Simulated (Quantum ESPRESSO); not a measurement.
# CoO: parallel and opposed starts

Aim: find out which collinear order of CoO costs least.

Main program and level: Quantum ESPRESSO 7.5; PBE with U = 3.5 eV on Co d (ortho-atomic projectors); plane waves with GBRV 1.5 PBE potentials, no spin-orbit coupling.

**1. The starting structure**

It takes space group P6_3mc (No. 186, hexagonal). Conventional cell: a = 3.198 Å, b = 3.198 Å, c = 5.229 Å, α = 90.00°, β = 90.00°, γ = 120.00°. Nearest to Co lie 4 O at 1.92 to 1.97 Å. O has 4 Co at 1.92 to 1.97 Å nearest. Farther neighbours and most contacts between anions are not listed.

The cell comes from Materials Project 2023-11-01, a database of computed structures, and need not be the stable phase.

**2. Start 1: ferro ++**

The signs are those of the starting moments on the seeded atoms, the atoms that are given a moment.

pw.in reads:

```
&CONTROL
  calculation = 'scf'
  prefix = 'pwscf'
  outdir = './tmp'
  pseudo_dir = './pseudo'
  disk_io = 'nowf'
  tprnfor = .true.
  tstress = .true.
/
&SYSTEM
  ibrav = 0
  celldm(1) = 8
  nat = 4
  ntyp = 2
  ecutwfc = 40
  ecutrho = 280
  nbnd = 35
  occupations = 'smearing'
  smearing = 'fd'
  degauss = 0.00734986
  nspin = 2
  starting_magnetization(1) = 0.1765
  starting_magnetization(2) = 0
/
&ELECTRONS
  conv_thr = 8d-09
  electron_maxstep = 150
  mixing_beta = 0.3
/
ATOMIC_SPECIES
Co     58.9332 co_pbe_v1.2.uspp.F.UPF
O      15.9990 o_pbe_v1.2.uspp.F.UPF
CELL_PARAMETERS alat
   0.7553343373488    0.0000000000000    0.0000000000000
  -0.3776671686862    0.6541387245008    0.0000000000000
   0.0000000000000    0.0000000000000    1.2351036671339
ATOMIC_POSITIONS crystal
Co      0.0000000000    0.0000000000    0.0034741400
Co      0.3333333300    0.6666666700    0.5033624100
O       0.0000000000    0.0000000000    0.3716088500
O       0.3333333300    0.6666666700    0.8715556000
K_POINTS automatic
8 8 4 0 0 0
HUBBARD {ortho-atomic}
U Co-3d 3.5000
```

Command:

```sh
$ OMP_NUM_THREADS=1 mpirun -n 2 pw.x -nk 2 -in pw.in > pw.out
```

Log:

```text
Program PWSCF v.7.5 starts

     Message from routine setup:
     using ibrav=0 with symmetry is DISCOURAGED, use correct ibrav instead

     K-points division:     npool     =       2
     Subspace diagonalization in iterative solution of the eigenvalue problem:

     G-vector sticks info
     --------------------
     sticks:   dense  smooth     PW     G-vecs:    dense   smooth      PW
     Sum         703     397    121                24683    10659    1811

     Using Slab Decomposition

     bravais-lattice index     =            0
     lattice parameter (alat)  =       8.0000  a.u.
     unit-cell volume          =     312.4514 (a.u.)^3
     number of atoms/cell      =            4
     number of atomic types    =            2
     number of electrons       =        46.00
     number of Kohn-Sham states=           35
     kinetic-energy cutoff     =      40.0000  Ry
     charge density cutoff     =     280.0000  Ry
     scf convergence threshold =      8.0E-09
     mixing beta               =       0.3000
     number of iterations used =            8  plain     mixing
     Exchange-correlation= SLA  PW   PBE  PBE
                           (   1   4   3   4   0   0   0)
     Hubbard projectors: ortho-atomic
     Hubbard parameters of DFT+U (Dudarev formulation) in eV:
     U(Co-3d) =  3.5000

     Internal variables: lda_plus_u =T, lda_plus_u_kind = 0

     Internal variables: orbital_resolved =F, hub_pot_fix =F, apply_U = F

     celldm(1)=   8.000000  celldm(2)=   0.000000  celldm(3)=   0.000000
     celldm(4)=   0.000000  celldm(5)=   0.000000  celldm(6)=   0.000000

     crystal axes: (cart. coord. in units of alat)
               a(1) = (   0.755334   0.000000   0.000000 )
               a(2) = (  -0.377667   0.654139   0.000000 )
               a(3) = (   0.000000   0.000000   1.235104 )

     reciprocal axes: (cart. coord. in units 2 pi/alat)
               b(1) = (  1.323917  0.764364 -0.000000 )
               b(2) = (  0.000000  1.528728  0.000000 )
               b(3) = (  0.000000 -0.000000  0.809649 )

     PseudoPot. # 1 for Co read from file:
     co_pbe_v1.2.uspp.F.UPF
     Pseudo is Ultrasoft + core correction, Zval = 17.0
     Generated by new atomic code, or converted to UPF format
     Using radial grid of  863 points,  6 beta functions with:
                l(1) =   0
                l(2) =   0
                l(3) =   1
                l(4) =   1
                l(5) =   2
                l(6) =   2
     Q(r) pseudized with  8 coefficients,  rinner =    1.200   1.200   1.200
                                                       1.200   1.200

     PseudoPot. # 2 for O  read from file:
     o_pbe_v1.2.uspp.F.UPF
     Pseudo is Ultrasoft + core correction, Zval =  6.0
     Generated by new atomic code, or converted to UPF format
     Using radial grid of  737 points,  5 beta functions with:
                l(1) =   0
                l(2) =   0
                l(3) =   1
                l(4) =   1
                l(5) =   2
     Q(r) pseudized with  8 coefficients,  rinner =    0.900   0.900   0.900
                                                       0.900   0.900

     atomic species   valence    mass     pseudopotential
     Co               17.00    58.93320     Co( 1.00)
     O                 6.00    15.99900     O ( 1.00)

     Starting magnetic structure
     atomic species   magnetization
     Co              0.176
     O               0.000

      6 Sym. Ops. (no inversion) found

   Cartesian axes

     site n.     atom                  positions (alat units)
         1        Co     tau(   1) = (   0.0000000   0.0000000   0.0042909  )
         2        Co     tau(   2) = (  -0.0000000   0.4360925   0.6217048  )
         3        O      tau(   3) = (   0.0000000   0.0000000   0.4589755  )
         4        O      tau(   4) = (  -0.0000000   0.4360925   1.0764615  )

     number of k points=    35  Fermi-Dirac smearing, width (Ry)=  0.0073
                       cart. coord. in units 2pi/alat
        k(    1) = (   0.0000000   0.0000000   0.0000000), wk =   0.0039062
        k(    2) = (   0.0000000   0.0000000   0.2024122), wk =   0.0078125
        k(    3) = (   0.0000000   0.0000000  -0.4048243), wk =   0.0039062
        k(    4) = (   0.0000000   0.1910910   0.0000000), wk =   0.0234375
        k(    5) = (   0.0000000   0.1910910   0.2024122), wk =   0.0234375
        [... 30 further k-points ...]

     Dense  grid:    24683 G-vectors     FFT dimensions: (  36,  36,  54)

     Smooth grid:    10659 G-vectors     FFT dimensions: (  25,  25,  40)

     Check: negative core charge=   -0.000035
     Generating pointlists ...
     new r_m :   0.1876 (alat units)  1.5005 (a.u.) for type    1
     new r_m :   0.1876 (alat units)  1.5005 (a.u.) for type    2

     Initial potential from superposition of free atoms

     starting charge      44.0000, renormalised to      46.0000

     STARTING HUBBARD OCCUPATIONS:

     =================== HUBBARD OCCUPATIONS ===================
     ------------------------ ATOM    1 ------------------------
     Tr[ns(  1)] (up, down, total) =   5.00000  2.00000  7.00000
     Atomic magnetic moment for atom   1 =   3.00000
     [... lines left out ...]
     ------------------------ ATOM    2 ------------------------
     Tr[ns(  2)] (up, down, total) =   5.00000  2.00000  7.00000
     Atomic magnetic moment for atom   2 =   3.00000
     [... lines left out ...]
     Number of occupied Hubbard levels =   14.0000

     Atomic wfc used for Hubbard projectors are orthogonalized

     Starting wfcs are   34 randomized atomic wfcs +    1 random wfcs

     Self-consistent Calculation

     iteration #  1     ecut=    40.00 Ry     beta= 0.30
     Davidson diagonalization with overlap
     ethr =  1.00E-02,  avg # of iterations =  4.2

     =================== HUBBARD OCCUPATIONS ===================
     ------------------------ ATOM    1 ------------------------
     Tr[ns(  1)] (up, down, total) =   4.51901  0.75834  5.27736
     Atomic magnetic moment for atom   1 =   3.76067
     [... lines left out ...]
     ------------------------ ATOM    2 ------------------------
     Tr[ns(  2)] (up, down, total) =   4.51891  0.75800  5.27691
     Atomic magnetic moment for atom   2 =   3.76091
     [... lines left out ...]
     Number of occupied Hubbard levels =   10.5543

     total energy              =    -657.20908842 Ry
     estimated scf accuracy    <      13.86277771 Ry

     total magnetization       =     7.42 Bohr mag/cell
     absolute magnetization    =     7.63 Bohr mag/cell

     iteration #  2     ecut=    40.00 Ry     beta= 0.30
     Davidson diagonalization with overlap
     ethr =  1.00E-02,  avg # of iterations =  2.4

     total energy              =    -659.33019993 Ry
     estimated scf accuracy    <      11.51460578 Ry

     total magnetization       =     2.21 Bohr mag/cell
     absolute magnetization    =     2.22 Bohr mag/cell

     iteration #  3     ecut=    40.00 Ry     beta= 0.30
     Davidson diagonalization with overlap
     ethr =  1.00E-02,  avg # of iterations =  1.7

     total energy              =    -661.07254612 Ry
     estimated scf accuracy    <       0.42304693 Ry

     total magnetization       =     6.14 Bohr mag/cell
     absolute magnetization    =     6.27 Bohr mag/cell

     [... further iterations left out ...]

     iteration # 94     ecut=    40.00 Ry     beta= 0.30
     Davidson diagonalization with overlap
     ethr =  3.70E-11,  avg # of iterations =  1.0

     total energy              =    -661.12233506 Ry
     estimated scf accuracy    <       0.00000002 Ry

     total magnetization       =     6.01 Bohr mag/cell
     absolute magnetization    =     6.09 Bohr mag/cell

     iteration # 95     ecut=    40.00 Ry     beta= 0.30
     Davidson diagonalization with overlap
     ethr =  3.67E-11,  avg # of iterations =  1.0

     total energy              =    -661.12233505 Ry
     estimated scf accuracy    <       0.00000001 Ry

     total magnetization       =     6.01 Bohr mag/cell
     absolute magnetization    =     6.09 Bohr mag/cell

     iteration # 96     ecut=    40.00 Ry     beta= 0.30
     Davidson diagonalization with overlap
     ethr =  3.21E-11,  avg # of iterations =  1.0

     total energy              =    -661.12233504 Ry
     estimated scf accuracy    <       0.00000001 Ry

     total magnetization       =     6.01 Bohr mag/cell
     absolute magnetization    =     6.09 Bohr mag/cell

     iteration # 97     ecut=    40.00 Ry     beta= 0.30
     Davidson diagonalization with overlap
     ethr =  2.90E-11,  avg # of iterations =  1.0

     Magnetic moment per site  (integrated on atomic sphere of radius R)
     atom   1 (R=0.188)  charge= 14.1442  magn=  2.4640
     atom   2 (R=0.188)  charge= 14.1443  magn=  2.4641
     atom   3 (R=0.188)  charge=  5.3202  magn=  0.3240
     atom   4 (R=0.188)  charge=  5.3200  magn=  0.3241

     End of self-consistent calculation

     =================== HUBBARD OCCUPATIONS ===================
     ------------------------ ATOM    1 ------------------------
     Tr[ns(  1)] (up, down, total) =   4.95763  2.33910  7.29673
     Atomic magnetic moment for atom   1 =   2.61853
     [... lines left out ...]
     ------------------------ ATOM    2 ------------------------
     Tr[ns(  2)] (up, down, total) =   4.95763  2.33899  7.29662
     Atomic magnetic moment for atom   2 =   2.61864
     [... lines left out ...]
     Number of occupied Hubbard levels =   14.5933

     [... lines left out ...]
     the Fermi energy is    11.2153 ev

!    total energy              =    -661.12233505 Ry
     estimated scf accuracy    <          5.2E-09 Ry
     smearing contrib. (-TS)   =      -0.00841815 Ry
     internal energy E=F+TS    =    -661.11391690 Ry

     The total energy is F=E-TS. E is the sum of the following terms:
     one-electron contribution =    -433.58068821 Ry
     hartree contribution      =     238.67612675 Ry
     xc contribution           =     -79.99589023 Ry
     ewald contribution        =    -386.47915626 Ry
     Hubbard energy            =       0.26569106 Ry

     total magnetization       =     6.01 Bohr mag/cell
     absolute magnetization    =     6.09 Bohr mag/cell

     convergence has been achieved in  97 iterations

     Forces acting on atoms (cartesian axes, Ry/au):

     atom    1 type  1   force =     0.00000000   -0.00000000    0.01744286
     atom    2 type  1   force =     0.00000000    0.00000000    0.01774210
     atom    3 type  2   force =     0.00000000   -0.00000000   -0.01755464
     atom    4 type  2   force =     0.00000000    0.00000000   -0.01763032

     Total force =     0.035186     Total SCF correction =     0.000088

     Computing stress (Cartesian axis) and pressure

          total   stress  (Ry/bohr**3)                   (kbar)     P=       64.97
   0.00045729   0.00000000   0.00000000           67.27        0.00        0.00
   0.00000000   0.00045729   0.00000000            0.00       67.27        0.00
   0.00000000   0.00000000   0.00041048            0.00        0.00       60.38

=------------------------------------------------------------------------------=
   JOB DONE.
=------------------------------------------------------------------------------=
```

It took 3.2 min on 2 MPI ranks of Arm Neoverse V2, shared host; peak memory 0.3 GiB; 6.3 min of CPU time.

Spin moment in the atom's sphere by atom:

```tsv
atom	spin moment in the atom's sphere (μB)
Co1	2.46
Co2	2.46
O3	0.32
O4	0.32
```

Numbers from this step:

| Property | Result |
| --- | --- |
| smearing term TS | 0.1145 eV |
| pressure | 6.497 GPa |
| magnetization | 6.007 μB |
| absolute magnetization | 6.093 μB |
| final state | ferromagnetic |

(Part 1 of 3 ends here.)

[Logs and program files are shortened in this print: banners, set-up blocks, solver, clock and traceback lines can be left out without a mark of their own.]

[Logs are printed without paths, hosts, clocks, repeated set-up lines and the standing remarks that a program may print on its own settings, such as how far it seeks lower states.]

[Hosts, paths, dates, database ids (printed as entryN), source tags and the programs' standing remarks are cut or masked in the printed files.]

[Where a cell is said to come from a database of computed structures, the database is the Materials Project.]
